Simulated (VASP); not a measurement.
# MgS (F-43m) in VASP: notebook

Runs on MgS. Level: LDA. Tasks: single point, relaxation of cell and atoms.

Everything below comes from runs of VASP 6.6.1. Logs are shortened: lines on timing, memory, paths and dates and some standing lists are left out, and cuts for length are marked.

**1. The crystal as given**

The structure is cubic, space group F-43m (No. 216). The conventional cell has a = 5.594 Å, b = 5.594 Å, c = 5.594 Å, α = 90.00°, β = 90.00°, γ = 90.00°. Mg (site symmetry -43m) has 4 S at 2.42 Å as nearest neighbours. Around S (site symmetry -43m) lie 4 Mg at 2.42 Å.

The cell comes from a database or a generator and needn't be the stable form of this composition.

**2. Single point, LDA**

File INCAR:

```
SYSTEM = MgS
ALGO = Fast
EDIFF = 1E-6
ENCUT = 520
ISIF = 2
ISMEAR = 0
LASPH = .TRUE.
LCHARG = .FALSE.
LREAL = .FALSE.
LWAVE = .FALSE.
NBANDS = 11
NELM = 100
PREC = Accurate
SIGMA = 0.02
```

File KPOINTS:

```
k-points
0
G
  8 8 8
  0 0 0
```

File POSCAR:

```
MgS
1.0
    0.0000000000      2.7969341207      2.7969341207
    2.7969341207      0.0000000000      2.7969341207
    2.7969341207      2.7969341207      0.0000000000
Mg S
1 1
Direct
    0.0000000000      0.0000000000      0.0000000000
    0.2500000000      0.2500000000      0.2500000000
```

Potentials or basis: VASP PAW LDA potentials, release 64 (Mg, S).

Started as:

```console
$ cat potpaw_LDA.64/Mg/POTCAR potpaw_LDA.64/S/POTCAR > POTCAR
$ mpirun -np 1 vasp_std > vasp.out
```

OUTCAR:

```text
SYSTEM = MgS
   EDIFF = 1E-6
   ENCUT = 520
   ISIF = 2
   ISMEAR = 0
   LASPH = .TRUE.
   LREAL = .FALSE.
   NELM = 100
   PREC = Accurate

 ion  position               nearest neighbor table
   1  0.000  0.000  0.000-   2 2.42   2 2.42   2 2.42   2 2.42
   2  0.250  0.250  0.250-   1 2.42   1 2.42   1 2.42   1 2.42

  LATTYP: Found a face centered cubic cell.
 ALAT       =     5.5938682414

  Lattice vectors:

 A1 = (   0.0000000000,   2.7969341207,   2.7969341207)
 A2 = (   2.7969341207,   0.0000000000,   2.7969341207)
 A3 = (   2.7969341207,   2.7969341207,   0.0000000000)

Analysis of symmetry for initial positions (statically):
=====================================================================
 Subroutine PRICEL returns:
 Original cell was already a primitive cell.

 Routine SETGRP: Setting up the symmetry group for a
 face centered cubic supercell.

 Subroutine GETGRP returns: Found 24 space group operations
 (whereof 24 operations were pure point group operations)
 out of a pool of 48 trial point group operations.

The static configuration has the point symmetry T_d .

Analysis of symmetry for dynamics (positions and initial velocities):
=====================================================================
 Subroutine PRICEL returns:
 Original cell was already a primitive cell.

 Routine SETGRP: Setting up the symmetry group for a
 face centered cubic supercell.

 Subroutine GETGRP returns: Found 24 space group operations
 (whereof 24 operations were pure point group operations)
 out of a pool of 48 trial point group operations.

The dynamic configuration has the point symmetry T_d .

 Subroutine INISYM returns: Found 24 space group operations
 (whereof 24 operations are pure point group operations),
 and found     1 'primitive' translations

----------------------------------------------------------------------------------------

                                     Primitive cell

  volume of cell :      43.7599

  direct lattice vectors                    reciprocal lattice vectors
     0.000000000  2.796934121  2.796934121    -0.178767171  0.178767171  0.178767171
     2.796934121  0.000000000  2.796934121     0.178767171 -0.178767171  0.178767171
     2.796934121  2.796934121  0.000000000     0.178767171  0.178767171 -0.178767171

  length of vectors
     3.955462167  3.955462167  3.955462167     0.309633823  0.309633823  0.309633823

  position of ions in fractional coordinates (direct lattice)
     0.000000000  0.000000000  0.000000000
     0.250000000  0.250000000  0.250000000

  ion indices of the primitive-cell ions
[... 87 lines left out ...]
   NUPDOWN=      -1.0000    fix difference up-down
   EMIN   =  10.00;   EMAX   =-10.00  energy-range for DOS
   EFERMI =   0.00;   METHOD = LEGACY
   ISMEAR =     0;   SIGMA  =   0.02  broadening in eV -4-tet -1-fermi 0-gaus
   EFERMI_NEDOS =   21; number of points for ismear=-14 and -15
   IALGO  =     68    algorithm
   IMIX   =      4    mixing-type and parameters
     AMIX     =   0.40;   BMIX     =  1.00
     AMIX_MAG =   1.60;   BMIX_MAG =  1.00
  volume/ion in A,a.u.               =      21.88       147.65
  Fermi-wavevector in a.u.,A,eV,Ry     =   0.929136  1.755812 11.745822  0.863294
  Thomas-Fermi vector in A             =   2.055387
   LORBIT       =      0    0 simple, 1 ext, 2 COOP (PROOUT), +10 PAW based schemes
   GGA     = CA    functional components
   LHFCALC =     F    Hartree Fock is set to
   AEXX    =    0.0000 exact exchange contribution
   IVDW    =     0    specifies the selected vdW correction
   LEPSILON=     F    determine dielectric tensor
   LRPA    =     F    only Hartree local field effects (RPA)
 non-spin polarized calculation
 RMM-DIIS sequential band-by-band and
 Gauss-broadening in eV      SIGMA  =   0.02
  energy-cutoff  :      520.00
  volume of cell :       43.76
 maximum number of plane-waves:      1243
 NGX is ok and might be reduce to    30
   NGX = 15   NGY = 15   NGZ = 15

 number of electron       8.0000000 magnetization

 Free energy of the ion-electron system (eV)
  ---------------------------------------------------
  ext. energy  EPLUGINS =         0.00000000
  ---------------------------------------------------
  free energy    TOTEN  =        -9.39358392 eV

  energy without entropy =       -9.39358392  energy(sigma->0) =       -9.39358392

 E-fermi :   1.2105     XC(G=0):  -8.8998

 val. band max:        1.1266935198   @ k =   0.0000   0.0000   0.0000
 cond. band min:       4.5036999578   @ k =   0.0000   0.0000   0.0000
 fundamental gap:      3.3770064380
 Fermi energy:         1.2105011841

 k-point     1 :       0.0000    0.0000    0.0000
  band No.  band energies     occupation
      1     -10.2349      2.00000
      2       1.1267      2.00000
      3       1.1267      2.00000
      4       1.1267      2.00000
      5       4.5037      0.00000
      6       8.9863      0.00000
      7       8.9863      0.00000
      8       8.9863      0.00000
      9      11.9432      0.00000
     10      11.9432      0.00000
     11      14.7807      0.00000
[... 309 lines left out ...]
 k-point    24 :      -0.3750    0.2500    0.1250
  band No.  band energies     occupation
      1      -9.3530      2.00000
      2      -1.8354      2.00000
      3      -0.2642      2.00000
      4       0.4329      2.00000
      5       7.0341      0.00000
      6       7.5271      0.00000
      7       9.8703      0.00000
      8       9.9056      0.00000
      9      12.5182      0.00000
     10      13.9616      0.00000
     11      15.4404      0.00000

 [... further k-points ...]

------------------------ aborting loop because EDIFF is reached ----------------------------------------

  FORCE on cell =-STRESS in cart. coord.  units (eV):
  Direction    XX          YY          ZZ          XY          YZ          ZX
  --------------------------------------------------------------------------------------
  -------------------------------------------------------------------------------------
  Total       -0.0930012     -0.0930012     -0.0930012      0.0000000     -0.0000000      0.0000000
  in kB       -3.4050421     -3.4050421     -3.4050421      0.0000000     -0.0000000      0.0000000
  external PRESSURE =      -3.4050421 kB  Pullay stress =       0.0000000 kB

 VOLUME and BASIS-vectors are now :
 -----------------------------------------------------------------------------
  energy-cutoff  :      520.00
  volume of cell :       43.76
      direct lattice vectors                 reciprocal lattice vectors
     0.000000000  2.796934121  2.796934121    -0.178767171  0.178767171  0.178767171
     2.796934121  0.000000000  2.796934121     0.178767171 -0.178767171  0.178767171
     2.796934121  2.796934121  0.000000000     0.178767171  0.178767171 -0.178767171

 POSITION                                       TOTAL-FORCE (eV/Angst)
 -----------------------------------------------------------------------------------
      0.00000      0.00000      0.00000        -0.000000     -0.000000      0.000000
      1.39847      1.39847      1.39847         0.000000      0.000000     -0.000000
 -----------------------------------------------------------------------------------
    total drift:                                0.000000      0.000000      0.000000

  FREE ENERGIE OF THE ION-ELECTRON SYSTEM (eV)
  ---------------------------------------------------
  free  energy   TOTEN  =        -9.3935839197 eV

  energy  without entropy=       -9.3935839197  energy(sigma->0) =       -9.39358392
```

stdout:

```text
POSCAR found type information on POSCAR MgS
 POSCAR found :  2 types and       2 ions
 scaLAPACK will be used
 LDA part: xc-table for (Slater(with rela. corr.)+CA(PZ))
 , standard interpolation
 POSCAR, INCAR and KPOINTS ok, starting setup
 FFT: planning ... GRIDC
 FFT: planning ... GRID_SOFT
 FFT: planning ... GRID
 WAVECAR not read
 entering main loop
```

It took 8.3 s on 1 thread of Intel Xeon 6975P-C (Granite Rapids), shared host; peak memory 0.15 GiB.

What came out:

* Free energy: -9.3936 eV
* Pressure: -0.3 GPa
* Band gap on the k mesh: 3.38 eV, direct

A k mesh can miss the band edges. LDA gaps usually lie below the measured ones, often by a third to a half.

**3. Relaxation of cell and atoms, LDA**

This run uses another cell than the first one, of 22.74 Å³/atom, 1.039 times its volume.

File INCAR:

```
  PREC = Accurate
  ENCUT = 600
  EDIFF = 1E-6
  ISMEAR = 0
  SIGMA = 0.02
  LREAL = False
  LASPH = True
  NELM = 100
  ALGO = Normal
  ISIF = 3
  LWAVE = False
  LCHARG = False
  GGA = CA
  IBRION = 2
  NSW = 100
  EDIFFG = -0.002
```

File KPOINTS:

```
Automatic mesh
0
Gamma
  8 8 8
```

File POSCAR:

```
MgS
1.0
    0.0000000000      2.8331200500      2.8331200500
    2.8331200500      0.0000000000      2.8331200500
    2.8331200500      2.8331200500      0.0000000000
Mg S
1 1
Direct
    0.0000000000      0.0000000000      0.0000000000
    0.2500000000      0.2500000000      0.2500000000
```

Potentials or basis: VASP PAW LDA potentials, release 64 (Mg, S).

Started as:

```console
$ cat potpaw_LDA.64/Mg/POTCAR potpaw_LDA.64/S/POTCAR > POTCAR
$ mpirun -np 1 vasp_std > vasp.out
```

Wall time 8.5 s (1 thread of Intel Xeon 6975P-C (Granite Rapids), shared host); peak memory 0.16 GiB.

Results (log left out):

```
Free energy                            : -9.3942 eV
Relaxed volume                         : 21.77 Å³/atom
Relaxed cell                           : a = 3.949 Å, b = 3.949 Å, c = 3.949 Å, α = 60.00°, β = 60.00°, γ = 60.00°
Space group after relaxing (to 0.05 Å) : F-43m (No. 216)
Energy gained by relaxing              : 7.9 meV/atom
Ionic steps                            : 3
Pressure after relaxing                : 0.0 GPa
Band gap on the k mesh                 : 3.40 eV, direct
```

Step by step:
| step | energy change (eV) | largest force (eV/Å) | pressure (GPa) | volume (Å³) |
| --- | --- | --- | --- | --- |
| 1 | 0.0000 | 0.0000 | -2.50 | 45.48 |
| 2 | -0.0151 | 0.0000 | 0.53 | 43.18 |
| 3 | -0.0157 | 0.0000 | 0.00 | 43.54 |

Final structure:
```
Mg S
1.0
     0.00000    2.79224    2.79224
     2.79224    0.00000    2.79224
     2.79224    2.79224    0.00000
Mg S
1 1
Direct
  0.00000 0.00000 0.00000
  0.25000 0.25000 0.25000
```

Levels at points of the mesh, in eV from the valence-band top:
```
           k point  band 1  band 2  band 3  band 4  band 5  band 6  band 7  band 8
(0.00, 0.00, 0.00)  -11.38    0.00    0.00    0.00    3.40    7.87    7.87    7.87
(0.50, 0.00, 0.00)  -10.61   -3.36   -0.35   -0.35    5.02    7.52    7.52    8.57
(0.50, 0.50, 0.00)  -10.36   -3.00   -1.11   -1.11    3.62    5.48   11.29   12.34
```

A k mesh can miss the band edges. As with any semilocal functional, this LDA gap is likely too small.

**4. Single point, LDA**

File INCAR:

```
SYSTEM = MgS
  PREC = Accurate
  ENCUT = 520
  EDIFF = 1E-6
  ISMEAR = 0
  SIGMA = 0.02
  LREAL = .False.
  LASPH = .True.
  NELM = 100
  ALGO = Normal
  ISIF = 2
  LWAVE = .False.
  LCHARG = .False.
  NBANDS = 11
```

File KPOINTS:

```
Automatic mesh
0
Gamma
  8 8 8
  0 0 0
```

File POSCAR:

```
MgS
1.0
    0.0000000000      2.7969341207      2.7969341207
    2.7969341207      0.0000000000      2.7969341207
    2.7969341207      2.7969341207      0.0000000000
Mg S
1 1
Direct
    0.0000000000      0.0000000000      0.0000000000
    0.2500000000      0.2500000000      0.2500000000
```

Started as:

```console
$ cat potpaw_LDA.64/Mg/POTCAR potpaw_LDA.64/S/POTCAR > POTCAR
$ mpirun -np 1 vasp_std > vasp.out
```

Wall time 7.2 s (1 thread of Intel Xeon 6975P-C (Granite Rapids), shared host); peak memory 0.14 GiB.

It converged, with:

```yaml
Free_energy: -9.3936 eV
Pressure: -0.3 GPa
Band_gap_on_the_k_mesh: 3.38 eV, direct
```

Levels at points of the mesh, in eV from the valence-band top:
```
           k point  band 1  band 2  band 3  band 4  band 5  band 6  band 7  band 8  band 9
(0.00, 0.00, 0.00)  -11.36    0.00    0.00    0.00    3.38    7.86    7.86    7.86   10.82
(0.50, 0.00, 0.00)  -10.60   -3.34   -0.35   -0.35    5.00    7.51    7.51    8.54   12.84
(0.50, 0.50, 0.00)  -10.36   -2.99   -1.10   -1.10    3.63    5.48   11.24   12.30   12.30
```

A k mesh can miss the band edges.
